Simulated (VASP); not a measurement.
# Au (Fm-3m) in VASP: relaxation of cell and atoms with r2SCAN

Aim: the relaxation of cell and atoms of Au with r2SCAN.

Program: VASP 6.6.1. These are calculated values, not measurements. Logs are shortened: lines on timing, memory, paths and dates and some standing lists are left out, and cuts for length are marked.

### 1 The crystal as given

The structure is cubic, space group Fm-3m (No. 225). Conventional cell: a = 4.070 Å, b = 4.070 Å, c = 4.070 Å, α = 90.00°, β = 90.00°, γ = 90.00°. Au (site symmetry m-3m) is surrounded by 12 Au at 2.88 Å.

### 2 Relaxation of cell and atoms, r2SCAN

Input file INCAR:

```
PREC = Accurate ; ENCUT = 600
EDIFF = 1E-7 ; ISMEAR = 0
SIGMA = 0.1 ; LREAL = False
LASPH = True ; NELM = 60
ALGO = Normal ; ISIF = 3
LWAVE = False ; LCHARG = False
METAGGA = R2SCAN ; LMIXTAU = True
IBRION = 2 ; NSW = 80
EDIFFG = -0.004
```

Input file KPOINTS:

```
Automatic mesh
0
Gamma
  18 18 18
```

Input file POSCAR:

```
Au
1.0
    0.0000000000      2.0350000000      2.0350000000
    2.0350000000      0.0000000000      2.0350000000
    2.0350000000      2.0350000000      0.0000000000
Au
1
Direct
    0.0000000000      0.0000000000      0.0000000000
```

Potentials or basis: VASP PAW PBE potentials, release 64 (Au).

Launch:

```sh
$ cat potpaw_PBE.64/Au/POTCAR > POTCAR
$ mpirun -np 1 vasp_std > vasp.out
```

OUTCAR:

```text
PREC = Accurate
   ENCUT = 600
   EDIFF = 1E-7
   ISMEAR = 0
   LREAL = False
   LASPH = True
   NELM = 60
   ISIF = 3
   METAGGA = R2SCAN
   IBRION = 2
   NSW = 80
   EDIFFG = -0.004

 ion  position               nearest neighbor table
   1  0.000  0.000  0.000-

  LATTYP: Found a face centered cubic cell.
 ALAT       =     4.0700000000

  Lattice vectors:

 A1 = (   0.0000000000,   2.0350000000,   2.0350000000)
 A2 = (   2.0350000000,   0.0000000000,   2.0350000000)
 A3 = (   2.0350000000,   2.0350000000,   0.0000000000)

Analysis of symmetry for initial positions (statically):
=====================================================================
 Subroutine PRICEL returns:
 Original cell was already a primitive cell.

 Routine SETGRP: Setting up the symmetry group for a
 face centered cubic supercell.

 Subroutine GETGRP returns: Found 48 space group operations
 (whereof 48 operations were pure point group operations)
 out of a pool of 48 trial point group operations.

The static configuration has the point symmetry O_h .

Analysis of symmetry for dynamics (positions and initial velocities):
=====================================================================
 Subroutine PRICEL returns:
 Original cell was already a primitive cell.

 Routine SETGRP: Setting up the symmetry group for a
 face centered cubic supercell.

 Subroutine GETGRP returns: Found 48 space group operations
 (whereof 48 operations were pure point group operations)
 out of a pool of 48 trial point group operations.

The dynamic configuration has the point symmetry O_h .

 Subroutine INISYM returns: Found 48 space group operations
 (whereof 48 operations are pure point group operations),
 and found     1 'primitive' translations

----------------------------------------------------------------------------------------

                                     Primitive cell

  volume of cell :      16.8548

  direct lattice vectors                    reciprocal lattice vectors
     0.000000000  2.035000000  2.035000000    -0.245700246  0.245700246  0.245700246
     2.035000000  0.000000000  2.035000000     0.245700246 -0.245700246  0.245700246
     2.035000000  2.035000000  0.000000000     0.245700246  0.245700246 -0.245700246

  length of vectors
     2.877924599  2.877924599  2.877924599     0.425565309  0.425565309  0.425565309

  position of ions in fractional coordinates (direct lattice)
     0.000000000  0.000000000  0.000000000

  ion indices of the primitive-cell ions
   primitive index   ion index
                 1           1

----------------------------------------------------------------------------------------

 KPOINTS: Automatic mesh

Automatic generation of k-mesh.
 Grid dimensions read from file:
 generate k-points for:   18   18   18

 Generating k-lattice:

  Cartesian coordinates                     Fractional coordinates (reciprocal lattice)
    -0.013650014  0.013650014  0.013650014     0.055555556  0.000000000  0.000000000
     0.013650014 -0.013650014  0.013650014     0.000000000  0.055555556  0.000000000
     0.013650014  0.013650014 -0.013650014     0.000000000  0.000000000  0.055555556

  Length of vectors
     0.023642517  0.023642517  0.023642517

  Shift w.r.t. Gamma in fractional coordinates (k-lattice)
     0.000000000  0.000000000  0.000000000

 Subroutine IBZKPT returns following result:
 ===========================================

 Found    195 irreducible k-points:

 Following reciprocal coordinates:
            Coordinates               Weight
  0.000000  0.000000  0.000000      1.000000
  0.055556  0.000000  0.000000      8.000000
  0.111111  0.000000  0.000000      8.000000
  0.166667  0.000000  0.000000      8.000000
  0.222222  0.000000  0.000000      8.000000
  0.277778  0.000000  0.000000      8.000000
[... 16 lines left out ...]
 -0.277778  0.055556  0.000000     24.000000
 -0.222222  0.055556  0.000000     24.000000
 [... further k-points ...]
   k-points           NKPTS =    195   k-points in BZ     NKDIM =    195   number of bands    NBANDS=      9
   number of dos      NEDOS =    301   number of ions     NIONS =      1
   total plane-waves  NPLWV =  13824
   dimension x,y,z NGX =    24 NGY =   24 NGZ =   24
   dimension x,y,z NGXF=    48 NGYF=   48 NGZF=   48
   ions per type =               1
   NGX,Y,Z   is equivalent  to a cutoff of  13.86, 13.86, 13.86 a.u.
   NGXF,Y,Z  is equivalent  to a cutoff of  27.73, 27.73, 27.73 a.u.
 SYSTEM =  unknown system
   PREC   = accura    normal or accurate (medium, high low for compatibility)
   ISTART =      0    job   : 0-new  1-cont  2-samecut
   ICHARG =      2    charge: 1-file 2-atom 10-const
   ISPIN  =      1    spin polarized calculation?
   LNONCOLLINEAR =      F non collinear calculations
   LSORBIT =      F    spin-orbit coupling
   LASPH  =      T    aspherical Exc in radial PAW
   ENCUT  =  600.0 eV  44.10 Ry    6.64 a.u.   5.75  5.75  5.75*2*pi/ulx,y,z
   NELM   =     60;   NELMIN=  2; NELMDL= -5     # of ELM steps
   EDIFF  = 0.1E-06   stopping-criterion for ELM
   LREAL  =      F    real-space projection
   EDIFFG = -.4E-02   stopping-criterion for IOM
   NSW    =     80    number of steps for IOM
   IBRION =      2    ionic relax: 0-MD 1-quasi-New 2-CG
   NFREE  =      1    steps in history (QN), initial steepest desc. (CG)
   ISIF   =      3    stress and relaxation
   ISYM   =      2    0-nonsym 1-usesym 2-fastsym
   POTIM  = 0.5000    time-step for ionic-motion
   TEBEG  =    0.0;   TEEND  =   0.0 temperature during run
   PSTRESS=    0.0 pullay stress
   NELECT =      11.0000    total number of electrons
   NUPDOWN=      -1.0000    fix difference up-down
   EMIN   =  10.00;   EMAX   =-10.00  energy-range for DOS
   EFERMI =   0.00;   METHOD = LEGACY
   ISMEAR =     0;   SIGMA  =   0.10  broadening in eV -4-tet -1-fermi 0-gaus
   EFERMI_NEDOS =   21; number of points for ismear=-14 and -15
   IALGO  =     38    algorithm
   IMIX   =      4    mixing-type and parameters
     AMIX     =   0.40;   BMIX     =  1.00
     AMIX_MAG =   1.60;   BMIX_MAG =  1.00
  volume/ion in A,a.u.               =      16.85       113.74
  Fermi-wavevector in a.u.,A,eV,Ry     =   1.420032  2.683470 27.436005  2.016489
  Thomas-Fermi vector in A             =   2.540990
   LORBIT       =      0    0 simple, 1 ext, 2 COOP (PROOUT), +10 PAW based schemes
   METAGGA = R2SCAN    functional components
   LHFCALC =     F    Hartree Fock is set to
   AEXX    =    0.0000 exact exchange contribution
   IVDW    =     0    specifies the selected vdW correction
   LEPSILON=     F    determine dielectric tensor
   LRPA    =     F    only Hartree local field effects (RPA)
 conjugate gradient relaxation of ions
 non-spin polarized calculation
 Gauss-broadening in eV      SIGMA  =   0.10
  energy-cutoff  :      600.00
  volume of cell :       16.85
 maximum number of plane-waves:       588
   NGX = 11   NGY = 11   NGZ = 11

--------------------------------------- Ionic step        1  -------------------------------------------

 number of electron      10.9999999 magnetization

 Free energy of the ion-electron system (eV)
  ---------------------------------------------------
  ext. energy  EPLUGINS =         0.00000000
  ---------------------------------------------------
  free energy    TOTEN  =       -50.58040872 eV

  energy without entropy =      -50.57917903  energy(sigma->0) =      -50.57979387

------------------------ aborting loop because EDIFF is reached ----------------------------------------

  FORCE on cell =-STRESS in cart. coord.  units (eV):
  Direction    XX          YY          ZZ          XY          YZ          ZX
  --------------------------------------------------------------------------------------
  -------------------------------------------------------------------------------------
  Total        0.7763128      0.7763128      0.7763128      0.0000000      0.0000000      0.0000000
  in kB       73.7945169     73.7945169     73.7945169      0.0000000      0.0000000      0.0000000
  external PRESSURE =      73.7945169 kB  Pullay stress =       0.0000000 kB
[... 90 lines left out ...]
  energy  without entropy=      -50.5950647003  energy(sigma->0) =      -50.59563934

--------------------------------------- Ionic step        4  -------------------------------------------

 number of electron      11.0000001 magnetization

 Free energy of the ion-electron system (eV)
  ---------------------------------------------------
  ext. energy  EPLUGINS =         0.00000000
  ---------------------------------------------------
  free energy    TOTEN  =       -50.59621857 eV

  energy without entropy =      -50.59506773  energy(sigma->0) =      -50.59564315

 E-fermi :   8.7858     XC(G=0): -13.4123

 val. band max:        8.7639960752   @ k =   0.5000   0.2778   0.1111
 cond. band min:       8.8261669200   @ k =   0.5000   0.1667   0.0556
 fundamental gap:      0.0621708448
 Fermi energy:         8.7858464550

 k-point     1 :       0.0000    0.0000    0.0000
  band No.  band energies     occupation
      1      -0.9342      2.00000
      2       4.0426      2.00000
      3       4.0426      2.00000
      4       4.0426      2.00000
      5       5.4939      2.00000
      6       5.4939      2.00000
      7      24.1823      0.00000
      8      28.0874      0.00000
      9      28.0874      0.00000
[... 265 lines left out ...]
 k-point    24 :      -0.2222    0.0556    0.0000
  band No.  band energies     occupation
      1       0.8601      2.00000
      2       3.8255      2.00000
      3       4.3445      2.00000
      4       4.3744      2.00000
      5       5.4178      2.00000
      6       5.8890      2.00000
      7      20.7604      0.00000
      8      25.1847      0.00000
      9      27.8629      0.00000

 [... further k-points ...]

------------------------ aborting loop because EDIFF is reached ----------------------------------------

  FORCE on cell =-STRESS in cart. coord.  units (eV):
  Direction    XX          YY          ZZ          XY          YZ          ZX
  --------------------------------------------------------------------------------------
  -------------------------------------------------------------------------------------
  Total        0.0032459      0.0032459      0.0032459      0.0000000      0.0000000     -0.0000000
  in kB        0.2959638      0.2959638      0.2959638      0.0000000      0.0000000     -0.0000000
  external PRESSURE =       0.2959638 kB  Pullay stress =       0.0000000 kB
[... 16 lines left out ...]
  FREE ENERGIE OF THE ION-ELECTRON SYSTEM (eV)
  ---------------------------------------------------
  free  energy   TOTEN  =       -50.5962185731 eV

  energy  without entropy=      -50.5950677263  energy(sigma->0) =      -50.59564315

 reached required accuracy - stopping structural energy minimisation
```

Wall time 4.8 min (1 thread of Intel Xeon Platinum 8259CL at 2.50GHz (Skylake/Cascade Lake), shared host); peak memory 0.19 GiB.

What came out:

```
Free energy                            : -50.5962 eV
Relaxed volume                         : 17.57 Å³/atom
Relaxed cell                           : a = 2.918 Å, b = 2.918 Å, c = 2.918 Å, α = 60.00°, β = 60.00°, γ = 60.00°
Space group after relaxing (to 0.05 Å) : Fm-3m (No. 225)
Energy gained by relaxing              : 15.8 meV/atom
Ionic steps                            : 4
Pressure after relaxing                : 0.0 GPa
Band gap on the k mesh                 : none (metal or under the smearing width)
```

Step by step:
| step | energy change (eV) | largest force (eV/Å) | pressure (GPa) | volume (Å³) |
| --- | --- | --- | --- | --- |
| 1 | 0.0000 | 0.0000 | 7.38 | 16.85 |
| 2 | 0.0209 | 0.0000 | -8.66 | 18.82 |
| 3 | -0.0158 | 0.0000 | -0.09 | 17.59 |
| 4 | -0.0158 | 0.0000 | 0.03 | 17.57 |

Final structure:
```
Au
1.0
     0.00000    2.06344    2.06344
     2.06344    0.00000    2.06344
     2.06344    2.06344    0.00000
Au
1
Direct
  0.00000 0.00000 0.00000
```

Levels at points of the mesh, in eV from the Fermi level:
```csv
k point,band 4,band 5,band 6,band 7,band 8,band 9
"(0.00, 0.00, 0.00)",-4.74,-3.29,-3.29,15.40,19.30,19.30
"(0.50, 0.00, 0.00)",-2.11,-2.11,-0.62,3.05,14.87,17.72
"(0.50, 0.50, 0.00)",-1.78,-1.78,1.32,5.79,10.47,10.47
```

Caveat: the PAW data sets were made with another functional, which shifts forces and pressure a little. Spin-orbit coupling is left out, which matters for the levels of Au.
